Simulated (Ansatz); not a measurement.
## Relaxing Ta in the sc type

First guess:

```xyz
1
Lattice="2.8240 0.0000 0.0000 0.0000 2.8240 0.0000 0.0000 0.0000 2.8240" Properties=species:S:1:pos:R:3 pbc="T T T"
Ta    0.0000    0.0000    0.0000
```

These are results of DFT, PBE, PAW with Ansatz's default frozen-core files, scalar-relativistic in Ansatz 0.2.0, not measurements.

Cell and atoms relax within the symmetry of the start on a 13×13×13 k mesh with 0.03 eV Fermi–Dirac smearing.

The start is built from a prototype, known or not as a phase of this compound; the cutoff is 420 eV.

Spin polarisation is left out, and whether a magnetic state lies lower isn't shown here.

Spin–orbit coupling is left out, though it moves levels of the heavy atoms by tenths of an eV or more.

(1) What is the pressure of the first guess?

(2) What does it relax to?

(3) How much energy does the relaxation release?

Answers

(1) -10.77 GPa.

(2) a = 2.742 Å, b = 2.742 Å, c = 2.742 Å, α = 90.00°, β = 90.00°, γ = 90.00° (conventional cell), 20.61 Å³ per atom:
```
CELL_PARAMETERS angstrom
2.74173 0.00000 0.00000
0.00000 2.74173 0.00000
0.00000 0.00000 2.74173
ATOMIC_POSITIONS crystal
Ta 0.00000 0.00000 0.00000
```

(3) 69 meV/atom.
